**Question**

The table lists five compounds of a group 13 element (site A) with a group 15 element (site B), all with the zincblende structure. The energy over elements is the energy of the compound less that of its separate elements, per atom; the more negative it is, the more stable the compound is against falling apart into them.

Zincblende crystals, relaxed with their symmetry kept, in Ansatz 0.2.0: scalar-relativistic plane-wave PAW, PBEsol, no spin polarisation, cutoff 420 eV, Gaussian smearing. The Gamma-centred k meshes are for 4-atom cells in BP and GaAs, 2-atom cells in the other rows. Energies over elements are at zero smearing, against the elements' standard states in the same functional.

```
formula  element on site A  Z A  element on site B  Z B  difference of Pauling electronegativities  volume per atom (Å³)  shortest distance (Å)    k mesh  smearing width  energy over elements (eV/atom)  band gap on mesh (eV)
     BP                  B    5                  P   15                                       0.15                 11.54                  1.957     8×8×6         0.02 eV                          -0.442                  1.113
   GaAs                 Ga   31                 As   33                                       0.37                 22.64                  2.450   10×10×6         0.01 eV                          -0.318                  0.425
   GaSb                 Ga   31                 Sb   51                                       0.24                 28.53                  2.646  18×18×18         0.15 eV                          -0.125                  0.000
   InAs                 In   49                 As   33                                        0.4                 28.20                  2.636  18×18×18         0.15 eV                          -0.200                  0.000
   InSb                 In   49                 Sb   51                                       0.27                 34.64                  2.823  12×12×12          0.1 eV                          -0.079                  0.000
```

(a) Why can such a pair of elements gain energy by combining even when their electronegativities are nearly equal?
(b) Estimate the energy of GaAs from the electronegativity difference alone, and test the same estimate on the other rows.
(c) What does the exchange GaSb + InAs → GaAs + InSb reveal about the role of bond length?
(d) Explain the place of BP, and that of InAs relative to GaSb.

**Model answer**

(a) A group 13 atom has three valence electrons and a group 15 atom has five. In its own solid the group 15 atom forms three strong bonds and keeps two electrons as a lone pair, while the group 13 atom has too few electrons to fill four bonds. Together they have eight, exactly enough for four two-electron bonds around every atom. The lone pair is put to work, and this gain needs no difference in electronegativity.

The gain has a price. The lone pair sits mostly in an s orbital, which lies lower in energy than the p orbitals, and mixing it into four equal bonds costs energy. Small atoms come close together, their orbitals overlap well, and the bonds repay that cost with a good margin. Large atoms form longer and weaker bonds, while the cost is expected to fall less, so the margin shrinks. This is a general chemical argument, not something the table proves, but the table agrees with it in one respect: from BP to InSb, the order of the energies is the order of the shortest distances.

(b) Polarity adds to the gain, because electrons shared between unlike atoms can shift towards the one that binds them better. Pauling's rule puts the extra energy of a bond between unlike atoms, compared with the average of the bonds between like atoms, at Δχ² eV, where Δχ is the difference of Pauling electronegativities. Four bonds per pair of atoms make two bonds per atom, so

E ≈ −2 Δχ² eV/atom

For GaAs, with Δχ = 0.37:

E ≈ −2 × 0.37² = −0.27 eV/atom

The calculation gives −0.318 eV/atom. No constant was adjusted to the table, so each row is a test.

GaSb also comes out well, but the rule breaks down elsewhere. For BP it yields only a tenth of the computed energy. When indium replaces gallium, Δχ rises by 0.03 and the rule promises a more stable compound, yet with arsenic the computed energy weakens by 0.118 eV/atom, and with antimony it weakens too. The rule counts polarity and leaves out both the fourth bond and the cost of forming it. Its success for the two gallium compounds therefore probably rests on these omitted terms nearly cancelling there.

(c) Every energy in the table also contains the binding of the elements, which blurs a comparison between two compounds. In the exchange the same four elements stand on both sides, so their energies cancel, and with them any error the functional makes for the pure elements. Per two formula units, that is four atoms, the change is

2 × (−0.318 − 0.079 + 0.125 + 0.200) = −0.144 eV

The calculation thus prefers GaAs with InSb, small with small and large with large. Pauling's rule predicts a slight change in the opposite direction.

The summed bond lengths of the two sides differ by only 0.01 Å, so the average bond has hardly changed. What has changed is the spread: one short and one long bond have replaced two of middling length. Such a swap pays if bond strength falls steeply at short distance and more gently at long distance, as orbital overlap suggests. The short GaAs bond then gains more than the long InSb bond loses. The same result, put another way, is that a heavier atom does most damage where the partner is still small: replacing arsenic by antimony costs 0.193 eV/atom next to gallium, but 0.121 next to indium.

(d) InAs and GaSb have bonds of almost the same length, yet InAs is the more stable by 0.075 eV/atom. Here polarity is the natural explanation, since InAs has the largest Δχ in the table and GaSb a much smaller one. Pauling's rule gives the right direction but a difference of 0.20 eV/atom, far too much. The two compounds are also measured against different elements, so the 0.075 is not a clean measure of polarity.

BP has the smallest Δχ and the most negative energy, as expected if short, strong bonds matter more than polarity. The surprise is how small its lead is. Its bond is 0.49 Å shorter than that of GaAs, but it is more stable by only 0.124 eV/atom, about what separates GaAs from InAs over a much smaller change of length. A likely reason lies in the elements: solid boron is itself very strongly bound, far more so than gallium metal, and that binding must be given up before BP can form. The low polarity of BP acts in the same direction.

**Remarks on the reasoning**

One mistake is to read the energy over elements as the strength of the bonds in the compound. It is a difference between two large bindings, and strong bonds in the elements make it less negative, just as strong bonds in the compound make it more negative. A short-bonded compound such as BP therefore need not be stable against its elements by a correspondingly wide margin.

A second mistake is to explain the weak formation of GaSb, InAs and InSb by their zero band gaps. All three are semiconductors in reality. The zeros are a known failure of this kind of functional, and they give no reason to treat the three as metals.

A good answer also says which comparison carries which claim. The exchange in (c) is the firmest, because the elements drop out; the explanation of BP is the weakest, because BP differs from GaAs in both atoms at once. The output below lists Pauling's estimate for each row and the differences used here.

The open question is how the special position of BP divides between boron and phosphorus. GaP and BAs, computed in the same way, would change one atom at a time and show which of the two limits its lead over GaAs.

Output of the analysis:

```
Computed energy and Pauling estimate in eV/atom:
   row  bond length in Å  computed  Pauling estimate  estimate less computed
    BP             1.957    -0.442            -0.045                   0.397
  GaAs              2.45    -0.318           -0.2738                  0.0442
  GaSb             2.646    -0.125           -0.1152                  0.0098
  InAs             2.636      -0.2             -0.32                   -0.12
  InSb             2.823    -0.079           -0.1458                 -0.0668
Energy change As to Sb with Ga in eV/atom: 0.193
Energy change As to Sb with In in eV/atom: 0.121
Energy change Ga to In with As in eV/atom: 0.118
Energy change Ga to In with Sb in eV/atom: 0.046
Bond length change As to Sb with Ga in Å: 0.196
Bond length change As to Sb with In in Å: 0.187
Bond length change Ga to In with As in Å: 0.186
Bond length change Ga to In with Sb in Å: 0.177
Change of electronegativity difference As to Sb with Ga: -0.13
Change of electronegativity difference Ga to In with As: 0.03
Pauling estimate of change As to Sb with Ga in eV/atom: 0.1586
Pauling estimate of change Ga to In with As in eV/atom: -0.0462
Exchange GaSb + InAs to GaAs + InSb in eV per two formula units: -0.144
Same exchange from total energies in eV per two formula units: -0.1454
Same exchange by Pauling estimate in eV per two formula units: 0.0312
Change of summed bond lengths in the exchange in Å: -0.009
GaSb less InAs energy in eV/atom: 0.075
GaSb less InAs bond length in Å: 0.01
GaSb less InAs Pauling estimate in eV/atom: 0.2048
GaAs less BP energy in eV/atom: 0.124
GaAs less BP bond length in Å: 0.493
Computed BP energy over its Pauling estimate as a ratio: 9.822
```
